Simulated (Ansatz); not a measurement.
# AlAs: a single-point run

Wanted: field gradients for AlAs.

Program: Ansatz 0.2.0. Level of theory: DFT, PBE, plane-wave PAW, default files, scalar-relativistic. These are calculated values, not measurements.

## Step 1: The structure to begin with

It takes space group F-43m (No. 216, cubic). Conventional cell: a = 5.661 Å, b = 5.661 Å, c = 5.661 Å, α = 90.00°, β = 90.00°, γ = 90.00°. Al (site symmetry -43m) is surrounded by 4 As at 2.45 Å. Around As (site symmetry -43m) lie 4 Al at 2.45 Å.

Coordinates:

```
CELL_PARAMETERS angstrom
0.00000 2.83040 2.83040
2.83040 0.00000 2.83040
2.83040 2.83040 0.00000
ATOMIC_POSITIONS crystal
Al 0.00000 0.00000 0.00000
As 0.25000 0.25000 0.25000
```

## Step 2: Running it

input.yaml

```yaml
crystal:
  lattice:
    - [0.0, 2.8304, 2.8304]
    - [2.8304, 0.0, 2.8304]
    - [2.8304, 2.8304, 0.0]
  atoms:
    - { symbol: Al, position: [0.0, 0.0, 0.0] }
    - { symbol: As, position: [0.25, 0.25, 0.25] }
kpoints:
  mp_grid: { grid: [13, 13, 13] }
scf:
  occupations: { method: fixed }
  max_iter: 75
hamiltonian:
  xc: pbe
  pseudopotentials: { kind: paw }
output:
  forces: true
  stress: true
  populations: true
  efg:
    quadrupole_moments_barn: { Al: 0.1466, As: 0.311 }
    contact_densities: true
```

Started as:

```sh
$ ansatz run input.yaml --threads 1 --pin off --max-ram 3072MiB --backend cpu --events-out ev --progress --plain --runs-dir out
```

Q: Will this input give a usable result? If not, why, and what should change?

This run ends as converged. That alone doesn't make the input a sound one.

Fixed occupations are right only where a gap separates filled from empty bands at every k-point. This system has one (1.48 eV on the mesh), so they are sound here.

The occupations need no remedy; a run with other occupations serves as a check.
